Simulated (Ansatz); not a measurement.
We consider rock-salt LiI, described by PBEsol (plane waves, PAW; Ansatz, an electronic-structure program).

Numerical settings: plane-wave cutoff 500 eV, 10×10×10 k mesh, gaussian smearing 0.02 eV, scalar-relativistic PAW data made under PBE.

Cell (relaxed at this level):

Space group Fm-3m (No. 225); a = 5.9016 Å, b = 5.9016 Å, c = 5.9016 Å, α = 90.00°, β = 90.00°, γ = 90.00°

```
atom  site  symmetry       x       y       z
----  ----  --------  ------  ------  ------
Li      4a      m-3m  0.0000  0.0000  0.0000
I       4b      m-3m  0.5000  0.5000  0.5000
```
(The calculation used a cell of 2 atoms; values per cell refer to that cell.)

**Question.** Predict the band gap.

**Answer.** 
* **band gap**: 4.31 eV (on the SCF k mesh)

Measured, for comparison: band gap 6.4 eV (temperature not stated, not corrected to a static lattice, our sources range from 6.10 to 6.40; as tabulated in Aguado et al. (1998), arXiv:cond-mat/9809176).

Spin–orbit coupling is not included; with these elements it can move the gap by several tenths of an eV or more.

The computed numbers hold no vibrational or temperature effects.

Cost on a shared machine: very roughly 13 core-seconds.
